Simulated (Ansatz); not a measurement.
# The polar optical mode of ZnS at 3 GPa, worked through

These are results of Ansatz, DFT PBEsol, scalar-relativistic, plane waves, PAW, not measurements. Cutoff 420 eV, 10×10×10 k-points (Γ-centred), fixed occupations. No spin polarisation. Phonons by linear response, acoustic sum rule imposed.

The cell, relaxed at 3 GPa:
```yaml
crystal:
  lattice:
    - [0.00000, 2.64704, 2.64704]
    - [2.64704, 0.00000, 2.64704]
    - [2.64704, 2.64704, 0.00000]
  atoms:
    - { symbol: Zn, position: [0.00000, 0.00000, 0.00000] }
    - { symbol: S, position: [0.75000, 0.75000, 0.75000] }
```

Linear response gives ν_TO = 296.2 cm⁻¹, Born charges ±1.899 e (positive on Zn) and ε∞ = 6.089. The primitive cell holds 37.095 Å³, and the masses are 65.380 and 32.060 amu.

Question: Find ν_LO and the static dielectric constant.

Answer: The long-wave field adds a restoring force: ω_LO² − ω_TO² = Z*²e²/(ε_vac ε∞ μV). In these units ν_LO² − ν_TO² = 4.92064×10⁷ Z*²/(μ V ε∞) cm⁻², with μ = m₁m₂/(m₁ + m₂) = 21.512 amu: 36507 cm⁻². So ν_LO = √(296.2² + 36507) = 352.5 cm⁻¹, and the run gives 352.5. Lyddane–Sachs–Teller then gives ε0 = ε∞ (ν_LO/ν_TO)² = 8.62, against 8.62 in the run (it forms both from the same three quantities, so the match checks the arithmetic only). Between ν_TO and ν_LO the dielectric function is negative and an undamped crystal reflects fully: a reststrahlen band from 28.4 to 33.8 μm.

Question: What do the Clausius–Mossotti polarisability and the Szigeti charge come to?

Answer: With the Lorentz local field, α = (3V/4π)(ε∞ − 1)/(ε∞ + 2) = 5.57 Å³ for the pair, and e_S = 3Z*/(ε∞ + 2) = 0.70 e. The Born charge includes the electrons' response to the dipole's own local field, and e_S takes that enhancement out. The Lorentz field assumes point-like polarisable ions, a poor picture once ε∞ is this large, since the electron clouds then overlap or are shared, so both numbers are formal here.

Question: How strongly does a slow electron couple to the LO mode?

Answer: For one isotropic parabolic band, Fröhlich's constant is α_F = (1/ε∞ − 1/ε0) √(m* Ry/ħω_LO), with Ry = 13.606 eV, ħω_LO = 43.7 meV and m* in free-electron masses: α_F = 0.0483 × 17.64 × √m* = 0.85 √m*. The band mass isn't part of this run; for m* = 0.1, 0.3 and 1 it gives 0.27, 0.47, 0.85. In weak coupling the polaron lies α_F ħω_LO below the band edge (20 meV at m* = 0.3) with a mass m*(1 + α_F/6); past α_F of about 5 or 6 that expansion fails. A semilocal functional's ε∞ tends to be too large, which taken alone lowers α_F.

Cost: 1 run of about 1.3 core-minutes, on AMD EPYC 7R43 (Zen 3) (shared hosts).

The optical mode of ZnS is clearly polar, yet most of the static screening is electronic: ε∞ is 6.089 out of an ε0 of 8.62. This fits partly covalent tetrahedral bonding, in which filled, mainly S 3p states mix with empty Zn 4s and 4p states. The mixing makes the valence electrons polarisable, and moving the sublattices against each other shifts charge along the bonds. A Born charge of 1.899 e, close to the nominal Zn valence, therefore measures this dynamic response and is no evidence of nearly complete static charge transfer. The same electrons screen the long-range field that lifts the LO mode above the TO mode, so the splitting reflects both the effective charge and the screening.

For conduction electrons, which are light in ZnS because the band edge is largely s-like, the coupling is probably weak. The one-band estimate carries over less well to holes, whose bands are degenerate and warped. With only one pressure computed, the effect of compression on bond polarity or on the splitting remains open.
